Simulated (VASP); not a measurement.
# TaN (P-6m2) in VASP: single point with LDA

Aim: the single point of TaN with LDA.

Everything below comes from runs of VASP 6.6.1. Logs are shortened: lines on timing, memory, paths and dates and some standing lists are left out, and cuts for length are marked.

### 1 Starting point

Symmetry: P-6m2, No. 187, hexagonal system. The conventional cell has a = 2.938 Å, b = 2.938 Å, c = 2.883 Å, α = 90.00°, β = 90.00°, γ = 120.00°. Ta (site symmetry -6m2) has 6 N at 2.23 Å as nearest neighbours. N (site symmetry -6m2) has 6 Ta at 2.23 Å as nearest neighbours.

### 2 Single point, LDA

INCAR

```
PREC     = Accurate       # precision mode
ENCUT    = 520            # plane-wave cutoff, eV
EDIFF    = 1E-7           # SCF threshold, eV
ISMEAR   = 0              # smearing method
SIGMA    = 0.1            # smearing width, eV
LREAL    = F              # projectors in reciprocal space
LASPH    = T              # aspherical terms in the spheres
NELM     = 80             # most SCF steps
ALGO     = Fast           # electronic algorithm
ISIF     = 2              # what is computed and relaxed
LWAVE    = F              # write WAVECAR
LCHARG   = F              # write CHGCAR
NBANDS   = 15             # bands
```

KPOINTS

```
Automatic mesh
0
Gamma
  9 9 6
```

POSCAR

```
TaN
1.0
    2.9379988584      0.0000000000      0.0000000000
   -1.4689994292      2.5443816477      0.0000000000
    0.0000000000      0.0000000000      2.8830000000
Ta N
1 1
Direct
    0.3333333333      0.6666666667      0.5000000000
    0.0000000000      0.0000000000      0.0000000000
```

Potentials or basis: VASP PAW LDA potentials, release 64 (Ta_pv, N).

Run with:

```bash
> cat potpaw_LDA.64/Ta_pv/POTCAR potpaw_LDA.64/N/POTCAR > POTCAR
> mpirun -np 1 vasp_std > vasp.out
```

OUTCAR:

```text
PREC = Accurate
   ENCUT = 520
   EDIFF = 1E-7
   ISMEAR = 0
   LREAL = F
   LASPH = T
   NELM = 80
   ISIF = 2

 ion  position               nearest neighbor table
   1  0.333  0.667  0.500-   2 2.23   2 2.23   2 2.23   2 2.23   2 2.23   2 2.23
   2  0.000  0.000  0.000-   1 2.23   1 2.23   1 2.23   1 2.23   1 2.23   1 2.23

  LATTYP: Found a hexagonal cell.
 ALAT       =     2.9379988584
 C/A-ratio  =     0.9812801635

  Lattice vectors:

 A1 = (   2.9379988584,   0.0000000000,   0.0000000000)
 A2 = (  -1.4689994292,   2.5443816477,   0.0000000000)
 A3 = (   0.0000000000,   0.0000000000,   2.8830000000)

Analysis of symmetry for initial positions (statically):
=====================================================================
 Subroutine PRICEL returns:
 Original cell was already a primitive cell.

 Routine SETGRP: Setting up the symmetry group for a
 hexagonal supercell.

 Subroutine GETGRP returns: Found 12 space group operations
 (whereof 12 operations were pure point group operations)
 out of a pool of 24 trial point group operations.

The static configuration has the point symmetry D_3h.

Analysis of symmetry for dynamics (positions and initial velocities):
=====================================================================
 Subroutine PRICEL returns:
 Original cell was already a primitive cell.

 Routine SETGRP: Setting up the symmetry group for a
 hexagonal supercell.

 Subroutine GETGRP returns: Found 12 space group operations
 (whereof 12 operations were pure point group operations)
 out of a pool of 24 trial point group operations.

The dynamic configuration has the point symmetry D_3h.

 Subroutine INISYM returns: Found 12 space group operations
 (whereof 12 operations are pure point group operations),
 and found     1 'primitive' translations

----------------------------------------------------------------------------------------

                                     Primitive cell

  volume of cell :      21.5516

  direct lattice vectors                    reciprocal lattice vectors
     2.937998858  0.000000000  0.000000000     0.340367729  0.196511400  0.000000000
    -1.468999429  2.544381648  0.000000000     0.000000000  0.393022800  0.000000000
     0.000000000  0.000000000  2.883000000     0.000000000  0.000000000  0.346860909

  length of vectors
     2.937998858  2.937998858  2.883000000     0.393022800  0.393022800  0.346860909

  position of ions in fractional coordinates (direct lattice)
     0.333333333  0.666666667  0.500000000
     0.000000000  0.000000000  0.000000000

  ion indices of the primitive-cell ions
   primitive index   ion index
                 1           1
                 2           2

----------------------------------------------------------------------------------------

 KPOINTS: Automatic mesh

Automatic generation of k-mesh.
 Grid dimensions read from file:
 generate k-points for:    9    9    6

 Generating k-lattice:

  Cartesian coordinates                     Fractional coordinates (reciprocal lattice)
     0.037818637  0.021834600  0.000000000     0.111111111 -0.000000000  0.000000000
     0.000000000  0.043669200  0.000000000     0.000000000  0.111111111  0.000000000
     0.000000000  0.000000000  0.057810151     0.000000000  0.000000000  0.166666667

  Length of vectors
     0.043669200  0.043669200  0.057810151

  Shift w.r.t. Gamma in fractional coordinates (k-lattice)
     0.000000000  0.000000000  0.000000000

 Subroutine IBZKPT returns following result:
 ===========================================

 Found     48 irreducible k-points:

 Following reciprocal coordinates:
            Coordinates               Weight
  0.000000  0.000000  0.000000      1.000000
  0.111111  0.000000  0.000000      6.000000
  0.222222 -0.000000  0.000000      6.000000
  0.333333 -0.000000  0.000000      6.000000
  0.444444 -0.000000  0.000000      6.000000
  0.111111  0.111111  0.000000      6.000000
[... 16 lines left out ...]
  0.333333  0.222222  0.166667     24.000000
  0.333333  0.333333  0.166667      4.000000
 [... further k-points ...]
   k-points           NKPTS =     48   k-points in BZ     NKDIM =     48   number of bands    NBANDS=     15
   number of dos      NEDOS =    301   number of ions     NIONS =      2
   total plane-waves  NPLWV =  13824
   dimension x,y,z NGX =    24 NGY =   24 NGZ =   24
   dimension x,y,z NGXF=    48 NGYF=   48 NGZF=   48
   ions per type =               1   1
   NGX,Y,Z   is equivalent  to a cutoff of  13.58, 13.58, 13.84 a.u.
   NGXF,Y,Z  is equivalent  to a cutoff of  27.16, 27.16, 27.68 a.u.
 SYSTEM =  unknown system
   PREC   = accura    normal or accurate (medium, high low for compatibility)
   ISTART =      0    job   : 0-new  1-cont  2-samecut
   ICHARG =      2    charge: 1-file 2-atom 10-const
   ISPIN  =      1    spin polarized calculation?
   LNONCOLLINEAR =      F non collinear calculations
   LSORBIT =      F    spin-orbit coupling
   LASPH  =      T    aspherical Exc in radial PAW
   ENCUT  =  520.0 eV  38.22 Ry    6.18 a.u.   5.46  5.46  5.36*2*pi/ulx,y,z
   NELM   =     80;   NELMIN=  2; NELMDL= -5     # of ELM steps
   EDIFF  = 0.1E-06   stopping-criterion for ELM
   LREAL  =      F    real-space projection
   EDIFFG = 0.1E-05   stopping-criterion for IOM
   NSW    =      0    number of steps for IOM
   IBRION =     -1    ionic relax: 0-MD 1-quasi-New 2-CG
   NFREE  =      0    steps in history (QN), initial steepest desc. (CG)
   ISIF   =      2    stress and relaxation
   ISYM   =      2    0-nonsym 1-usesym 2-fastsym
   POTIM  = 0.5000    time-step for ionic-motion
   TEBEG  =    0.0;   TEEND  =   0.0 temperature during run
   PSTRESS=    0.0 pullay stress
   NELECT =      16.0000    total number of electrons
   NUPDOWN=      -1.0000    fix difference up-down
   EMIN   =  10.00;   EMAX   =-10.00  energy-range for DOS
   EFERMI =   0.00;   METHOD = LEGACY
   ISMEAR =     0;   SIGMA  =   0.10  broadening in eV -4-tet -1-fermi 0-gaus
   EFERMI_NEDOS =   21; number of points for ismear=-14 and -15
   IALGO  =     68    algorithm
   IMIX   =      4    mixing-type and parameters
     AMIX     =   0.40;   BMIX     =  1.00
     AMIX_MAG =   1.60;   BMIX_MAG =  1.00
  volume/ion in A,a.u.               =      10.78        72.72
  Fermi-wavevector in a.u.,A,eV,Ry     =   1.482366  2.801265 29.897546  2.197408
  Thomas-Fermi vector in A             =   2.596161
   LORBIT       =      0    0 simple, 1 ext, 2 COOP (PROOUT), +10 PAW based schemes
   GGA     = CA    functional components
   LHFCALC =     F    Hartree Fock is set to
   AEXX    =    0.0000 exact exchange contribution
   IVDW    =     0    specifies the selected vdW correction
   LEPSILON=     F    determine dielectric tensor
   LRPA    =     F    only Hartree local field effects (RPA)
 non-spin polarized calculation
 RMM-DIIS sequential band-by-band and
 Gauss-broadening in eV      SIGMA  =   0.10
  energy-cutoff  :      520.00
  volume of cell :       21.55
 maximum number of plane-waves:       599
 NGX is ok and might be reduce to    24
   NGX = 11   NGY = 11   NGZ = 11

 number of electron      16.0000001 magnetization

 Free energy of the ion-electron system (eV)
  ---------------------------------------------------
  ext. energy  EPLUGINS =         0.00000000
  ---------------------------------------------------
  free energy    TOTEN  =       -24.70185967 eV

  energy without entropy =      -24.70110765  energy(sigma->0) =      -24.70148366

 E-fermi :   8.2803     XC(G=0): -13.5825

 val. band max:        8.2546294711   @ k =   0.3333   0.3333   0.0000
 cond. band min:       8.2983609270   @ k =   0.0000   0.0000   0.3333
 fundamental gap:      0.0437314559
 Fermi energy:         8.2802718021

 k-point     1 :       0.0000    0.0000    0.0000
  band No.  band energies     occupation
      1     -26.5277      2.00000
      2     -26.2575      2.00000
      3     -26.2575      2.00000
      4      -9.4283      2.00000
      5       3.5646      2.00000
      6       3.5646      2.00000
      7       3.9089      2.00000
      8       5.2349      2.00000
      9      10.4740      0.00000
     10      11.6888      0.00000
     11      11.6888      0.00000
     12      12.0366      0.00000
     13      12.0366      0.00000
     14      20.4900      0.00000
     15      21.2921      0.00000

 k-point     2 :       0.1111    0.0000    0.0000
  band No.  band energies     occupation
      1     -26.5108      2.00000
      2     -26.3905      2.00000
      3     -26.2859      2.00000
      4      -9.1718      2.00000
      5       2.8689      2.00000
      6       3.7574      2.00000
      7       4.2518      2.00000
      8       4.8753      2.00000
      9      11.1139      0.00000
     10      11.4105      0.00000
     11      11.7321      0.00000
     12      11.9087      0.00000
     13      12.3629      0.00000
     14      20.4921      0.00000
     15      21.2296      0.00000

 k-point     3 :       0.2222   -0.0000    0.0000
  band No.  band energies     occupation
      1     -26.7142      2.00000
      2     -26.4675      2.00000
      3     -26.3573      2.00000
      4      -8.5097      2.00000
      5       1.6193      2.00000
      6       4.1078      2.00000
      7       4.2217      2.00000
      8       4.8918      2.00000
      9      10.3517      0.00000
     10      11.6009      0.00000
     11      11.9805      0.00000
     12      12.9354      0.00000
     13      13.0777      0.00000
     14      20.4978      0.00000
     15      21.2575      0.00000
[... 343 lines left out ...]
 k-point    23 :       0.3333    0.2222    0.1667
  band No.  band energies     occupation
      1     -27.1153      2.00000
      2     -26.7236      2.00000
      3     -26.5833      2.00000
      4      -6.9601      2.00000
      5       0.7914      2.00000
      6       2.2395      2.00000
      7       2.9043      2.00000
      8       7.0409      2.00000
      9      10.1444      0.00000
     10      11.4953      0.00000
     11      12.3489      0.00000
     12      14.4874      0.00000
     13      18.9726      0.00000
     14      20.2624      0.00000
     15      23.5117      0.00000

 k-point    24 :       0.3333    0.3333    0.1667
  band No.  band energies     occupation
      1     -27.0057      2.00000
      2     -26.9099      2.00000
      3     -26.5729      2.00000
      4      -6.8451      2.00000
      5       1.4361      2.00000
      6       1.6703      2.00000
      7       2.4705      2.00000
      8       7.5987      2.00000
      9      10.2597      0.00000
     10      11.1937      0.00000
     11      11.6165      0.00000
     12      14.9301      0.00000
     13      19.3472      0.00000
     14      21.6983      0.00000
     15      23.3578      0.00000

 [... further k-points ...]

------------------------ aborting loop because EDIFF is reached ----------------------------------------

  FORCE on cell =-STRESS in cart. coord.  units (eV):
  Direction    XX          YY          ZZ          XY          YZ          ZX
  --------------------------------------------------------------------------------------
  -------------------------------------------------------------------------------------
  Total       -1.2324204     -1.2324204     -1.4925046      0.0000000     -0.0000000      0.0000000
  in kB      -91.6201402    -91.6201402   -110.9552216      0.0000000     -0.0000000      0.0000000
  external PRESSURE =     -98.0651673 kB  Pullay stress =       0.0000000 kB

 VOLUME and BASIS-vectors are now :
 -----------------------------------------------------------------------------
  energy-cutoff  :      520.00
  volume of cell :       21.55
      direct lattice vectors                 reciprocal lattice vectors
     2.937998858  0.000000000  0.000000000     0.340367729  0.196511400  0.000000000
    -1.468999429  2.544381648  0.000000000     0.000000000  0.393022800  0.000000000
     0.000000000  0.000000000  2.883000000     0.000000000  0.000000000  0.346860909

 POSITION                                       TOTAL-FORCE (eV/Angst)
 -----------------------------------------------------------------------------------
     -0.00000      1.69625      1.44150        -0.000000     -0.000000      0.000000
      0.00000      0.00000      0.00000         0.000000      0.000000      0.000000
 -----------------------------------------------------------------------------------
    total drift:                                0.000000     -0.000000     -0.000000

  FREE ENERGIE OF THE ION-ELECTRON SYSTEM (eV)
  ---------------------------------------------------
  free  energy   TOTEN  =       -24.7018596720 eV

  energy  without entropy=      -24.7011076474  energy(sigma->0) =      -24.70148366
```

Run time: 22 s. Hardware: 1 thread of AMD EPYC 7R13 (Zen 3), shared host; peak memory 0.1 GiB.

Results:

```
Free energy            : -24.7019 eV
Pressure               : -9.8 GPa
Band gap on the k mesh : none (metal or under the smearing width)
```

Caveat: the k mesh is coarse (spacing up to 0.36 Å⁻¹), so the values aren't converged. The run has no spin-orbit coupling, so splittings on Ta are missing.
